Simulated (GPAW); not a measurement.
Runs of GPAW 26.7.0 on Zr. Symmetry: P6_3/mmc, No. 194, hexagonal system. The conventional cell has a = 3.232 Å, b = 3.232 Å, c = 5.147 Å, α = 90.00°, β = 90.00°, γ = 120.00°. Zr (site symmetry -6m2) is surrounded by 12 Zr at 3.18 to 3.23 Å. 

```tsv
task	level	potentials or basis	spin	cell	k mesh	band path	band points	spin axis theta (degrees)	spin axis phi (degrees)	soc after scf	gap on the mesh (eV)	pressure (GPa)	relaxed volume (Å³/atom)
band structure	PBEsol	PAW data sets generated in the run's folder for this functional, pw	SOC, no magnetisation	as given	7 × 7 × 4	GMKGALHA,LM,KH	100	0	0	second variation	-	-3.5	-
relaxation of cell and atoms	BLYP	PAW data sets generated in the run's folder for this functional, pw	off	relaxed	9 × 9 × 5	-	-	-	-	-	none	-0.1	24.08
band structure	LDA	PAW data sets generated in the run's folder for this functional, pw	off	as given	7 × 7 × 4	GMKGALHA,LM,KH	100	-	-	-	-	-6.4	-
relaxation of cell and atoms	PBEsol+D4	PAW data sets generated in the run's folder for this functional, pw	off	relaxed	7 × 7 × 4	-	-	-	-	-	none	0.1	(a)
relaxation of cell and atoms	RPBE+D3(BJ)	the program's PAW data sets (release 1.2.1) made for this functional, pw	off	relaxed to 10 GPa	7 × 7 × 4	-	-	-	-	-	none	10.0	-
```

Alike in all rows: cutoff (eV) 600; smearing fermi-dirac 0.05 eV.

Question: Estimate the missing entries.

Answer: (a) 22.21.

Caveats: later steps reuse the first step's grids (some runs); pairwise dispersion overbinds metals, which lowers pressure and volume (some runs); spin-orbit coupling was added after a scalar SCF, so levels and gaps hold it while energy, forces, pressure and moments don't (some runs); this program's spin-orbit splittings come out too wide for heavy elements (some runs); the volume moved by over 15 % at a fixed basis, so the end points are rough (some runs).

A k mesh can miss the band edges, and rows without SOC leave out spin-orbit coupling on Zr.

A gap of «none» marks a metal or a gap under the smearing width.

Runs at the PBE level aren't shown here.
